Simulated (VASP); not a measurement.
Crystal: GaP.

```xyz
2
Lattice="0.0000 2.7184 2.7184 2.7184 0.0000 2.7184 2.7184 2.7184 0.0000" Properties=species:S:1:pos:R:3 pbc="T T T"
Ga    0.0000    0.0000    0.0000
P     1.3592    1.3592    1.3592
```

Program: VASP 6.6.1. Alike in all runs: task band structure; potentials or basis VASP PAW PBE potentials, release 64 (Ga_d, P); no spin polarisation; cell as given; k mesh 6 × 6 × 6; cutoff (eV) 520; smearing gaussian 0.03 eV.

Problem. Order these runs on this cell by their band gap on the k mesh, lowest first.
A. level HSE06; screening parameter 0.2 1/A
B. level PBE0; exchange at q = 0 truncated
C. level PBEsol

Solution. C (1.50 eV), A (2.29 eV), B (2.95 eV).

A k mesh can miss the band edges.
